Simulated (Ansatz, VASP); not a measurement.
# Two plane-wave programs on BAs

File INCAR:

```
PREC = Accurate
ENCUT = 520
EDIFF = 1E-7
ISMEAR = 0
SIGMA = 0.05
LREAL = False
LASPH = True
NELM = 60
ALGO = Normal
ISIF = 2
LWAVE = False
LCHARG = True
GGA = PE
LELF = True
LVHAR = True
NBANDS = 11
```

File KPOINTS:

```
Automatic mesh
0
Gamma
  10 10 10
```

The input POSCAR:

```
BAs
1.0
    0.0000000000      2.5967640545      2.2120582687
    2.5967640545      0.0000000000      2.2120582687
    2.5967640545      2.5967640545      0.0000000000
B As
1 1
Direct
    0.0000000000      0.0000000000      0.0000000000
    0.7500000000      0.7500000000      0.7500000000
```

Input for Ansatz:

```yaml
crystal:
  lattice:
    - [0.0, 2.5967640545, 2.2120582687]
    - [2.5967640545, 0.0, 2.2120582687]
    - [2.5967640545, 2.5967640545, 0.0]
  atoms:
    - { symbol: B, position: [0.0, 0.0, 0.0] }
    - { symbol: As, position: [0.75, 0.75, 0.75] }
basis:
  ecutwfc: 420
kpoints:
  mp_grid: { grid: [10, 10, 10] }
hamiltonian:
  xc: pbe
scf:
  occupations: { method: gaussian, width: 0.05 }
output:
  forces: true
  stress: true
  eigenvalues: true
  write_density: true
  write_potential: true
  elf: true
  volumetric_format: npy
```

Change from the starting cell: strain +0.080 along x and y, -0.080 along z, atoms carried along.

Alike in both runs: task single point; functional PBE; k mesh 10 × 10 × 10; occupations gaussian, width 0.05 eV; no spin polarisation.

|  | VASP | Ansatz |
| --- | --- | --- |
| version | VASP 6.6.1 | Ansatz 0.2.0 |
| potentials or method | VASP PAW PBE potentials, release 64 (B, As) | scalar-relativistic, plane waves, PAW |
| plane-wave cutoff (eV) | 520 | 420 |
| valence electrons in the cell | 8 | 18 |

|  | VASP | Ansatz | Ansatz less VASP |
| --- | --- | --- | --- |
| gap on the k mesh at the Fermi level (eV) | none | none | - |
| pressure (GPa) | -7.8 | -8.1 | -0.39 |
| largest component of the traceless stress (GPa) | 15.18 | 15.25 | +0.067 |

A gap of «none» marks a metal or a gap that the smearing closes. The functional is the same, so the differences come from potentials, cutoffs and numerics. The two sets of potentials don't hold the same shells in valence.
